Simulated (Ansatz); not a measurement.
## CdS at several levels of theory

One geometry, relaxed with PBE, and single points on it; plane waves with PAW potentials in Ansatz, scalar-relativistic unless the row names spin-orbit coupling. No spin polarisation. Meshes are on the primitive cell of 2 atoms. Gaps are the least over mesh and band path; pressure is positive in compression. Smearing is Gaussian, 0.02 eV. Stresses of the hybrids are converged loosely, to a few tenths of a GPa.

```cif
data_structure
_symmetry_space_group_name_H-M 'P 1'
_symmetry_Int_Tables_number 1
_cell_length_a 4.1906
_cell_length_b 4.1906
_cell_length_c 4.1906
_cell_angle_alpha 60.000
_cell_angle_beta 60.000
_cell_angle_gamma 60.000
_cell_volume 52.04
loop_
_atom_site_label
_atom_site_type_symbol
_atom_site_fract_x
_atom_site_fract_y
_atom_site_fract_z
_atom_site_occupancy
Cd1 Cd 0.00000 0.00000 0.00000 1
S1 S 0.25000 0.25000 0.25000 1
```

```csv
level,cutoff (eV),k mesh,gap (eV),pressure (GPa),rough cost with bands (core-min)
HSE06,420,6×6×6,2.04,-1.2,4
```

Task: What does PBE0 give on the same cell?

Result:
```json
{"level": "PBE0", "cutoff (eV)": "420", "k mesh": "6×6×6", "gap (eV)": "2.68", "pressure (GPa)": "-1.3", "rough cost with bands (core-min)": "4"}
```

This zinc-blende form isn't the usual stable structure of the compound.